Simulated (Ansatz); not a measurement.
## H started on an O site in corundum Al2O3, 120 atoms, charge −1

All numbers come from Ansatz (PAW, plane waves, no spin–orbit coupling) at the single k point (¼, ¼, ¼) without its symmetry partners. The atoms were relaxed with PBEsol in a fixed cell; other functionals are single points on those atoms unless said otherwise. The valence top and gap of the host come from its small cell on a dense mesh, with the band extrema sought between the mesh points, lined up by the mean potential, PBEsol gap 6.03 eV, HSE06 gap 7.99 eV. The charge correction uses an assumed dielectric constant of 10.

Relaxed structure:

```
Al O H
1.0
     9.54786    0.00000    0.00000
    -4.77393    8.26869    0.00000
     0.00000    0.00000   13.01358
Al O H
48 71 1
Direct
  0.33344 0.16623 0.18505
  0.33472 0.66696 0.18591
  0.83390 0.16452 0.18453
  0.83495 0.66647 0.18490
  0.16721 0.33444 0.01823
  0.16593 0.83455 0.01787
  0.66648 0.33445 0.01831
  0.66525 0.83364 0.02163
  0.16776 0.33084 0.31529
  0.16708 0.83220 0.31452
  0.67122 0.33432 0.30914
  0.66722 0.83211 0.31566
  0.16889 0.33456 0.51997
  0.16369 0.83248 0.51888
  0.67044 0.32068 0.50889
  0.66684 0.82869 0.52092
  0.00074 0.99744 0.35257
  0.00641 0.49883 0.34811
  0.49984 0.99726 0.35125
  0.50053 0.49709 0.35281
  0.00041 0.99999 0.14821
  0.00018 0.49960 0.14583
  0.50034 0.00117 0.14775
  0.50001 0.50011 0.14830
  0.00078 0.99911 0.64830
  0.99535 0.50115 0.64701
  0.49919 0.00032 0.64780
  0.51183 0.50964 0.64705
  0.99856 0.00144 0.85223
  0.99826 0.50101 0.85088
  0.49619 0.00206 0.85184
  0.50046 0.50617 0.85453
  0.33497 0.17161 0.68595
  0.33157 0.66720 0.68599
  0.83328 0.16757 0.68511
  0.80760 0.66361 0.68856
  0.33504 0.16666 0.48174
  0.33310 0.66746 0.48213
  0.83734 0.16265 0.48120
  0.83337 0.65281 0.47907
  0.33286 0.16826 0.98094
  0.33044 0.66810 0.98239
  0.83378 0.16912 0.98116
  0.83221 0.66912 0.98099
  0.16707 0.33578 0.81403
  0.16265 0.83407 0.81296
  0.66497 0.33512 0.81419
  0.66561 0.84416 0.82078
  0.15365 0.99944 0.24993
  0.15502 0.49856 0.24931
  0.65332 0.99843 0.24957
  0.65299 0.49957 0.24796
  0.33265 0.01391 0.08343
  0.33239 0.51387 0.08497
  0.83311 0.01491 0.08485
  0.83379 0.51452 0.08293
  0.00086 0.15157 0.24982
  0.00445 0.65398 0.24631
  0.50128 0.15213 0.24849
  0.50071 0.65204 0.25099
  0.34741 0.34616 0.24998
  0.34747 0.84681 0.25007
  0.84962 0.34477 0.24520
  0.84737 0.84541 0.25051
  0.18006 0.16683 0.08345
  0.18052 0.66739 0.08269
  0.68058 0.16744 0.08300
  0.68057 0.66744 0.08476
  0.18177 0.01449 0.58333
  0.17766 0.51350 0.58326
  0.68026 0.01251 0.58314
  0.16758 0.17862 0.41647
  0.16853 0.67970 0.41506
  0.67038 0.17563 0.41336
  0.66635 0.67425 0.41922
  0.01572 0.33098 0.41524
  0.01363 0.82983 0.41536
  0.51380 0.32785 0.41230
  0.51477 0.83172 0.41595
  0.01367 0.18246 0.91671
  0.01193 0.68175 0.91633
  0.51291 0.18067 0.91816
  0.51016 0.68382 0.92347
  0.99938 0.34840 0.74982
  0.99523 0.84692 0.75028
  0.49451 0.34387 0.75685
  0.49717 0.84991 0.75178
  0.48560 0.31953 0.08376
  0.48554 0.82092 0.08561
  0.98729 0.31989 0.08206
  0.98679 0.82028 0.08377
  0.48914 0.16807 0.58210
  0.47998 0.67288 0.58405
  0.98820 0.16647 0.58323
  0.98198 0.66293 0.58000
  0.33512 0.32018 0.58314
  0.33008 0.82148 0.58356
  0.83569 0.31580 0.58131
  0.83783 0.82557 0.58142
  0.32066 0.48546 0.41724
  0.32049 0.98574 0.41613
  0.82718 0.48368 0.40215
  0.82003 0.98312 0.41578
  0.31867 0.33605 0.91847
  0.31722 0.83471 0.91702
  0.81900 0.33444 0.91663
  0.82274 0.84233 0.92353
  0.34509 0.00181 0.74994
  0.34721 0.50297 0.75117
  0.84634 0.00372 0.75191
  0.84447 0.49945 0.74930
  0.15222 0.15432 0.75013
  0.15068 0.65433 0.74948
  0.65197 0.15415 0.74980
  0.65574 0.66804 0.77287
  0.16525 0.48810 0.91669
  0.16599 0.98805 0.91656
  0.66557 0.48633 0.91968
  0.66417 0.99003 0.91857
  0.70405 0.48814 0.54817
```

Chemical potentials μ are those of reference phases of the elements at zero temperature by the same functional (the usual solids, diamond for C, grey Sn, and the molecules H2, N2, O2, F2, Cl2, Br2 and S8).

| functional | E(defect) − E(host) − Σ nμ + q·E_VBM (eV) | monopole (eV) | alignment (eV) | formation energy at E_F = VBM (eV) | moment (μB) | wall time, shared host |
| --- | --- | --- | --- | --- | --- | --- |
| PBEsol | 13.75 | 0.19 | 0.07 | 14.01 | 0 (no spin) | 9.3 s on NVIDIA GB200 (relaxation) |
| HSE06 | 15.25 | 0.19 | 0.08 | 15.52 | 0 (no spin) | 23 s on NVIDIA GB200 |

HSE06 one-electron levels near the gap (the ten most localised at most), from the host's valence top, not corrected for the charge's images:

| level (eV) | spin | filling | atoms sharing it | element of the atom with most weight |
| --- | --- | --- | --- | --- |
| 5.86 | both | 2.00 | 6.8 | Al |

All elements are taken at their own reference at once; growth conditions in equilibrium with the host shift these energies, by up to the host's formation enthalpy.

One k point and a cell of this size can leave errors of several tenths of an eV in such numbers.
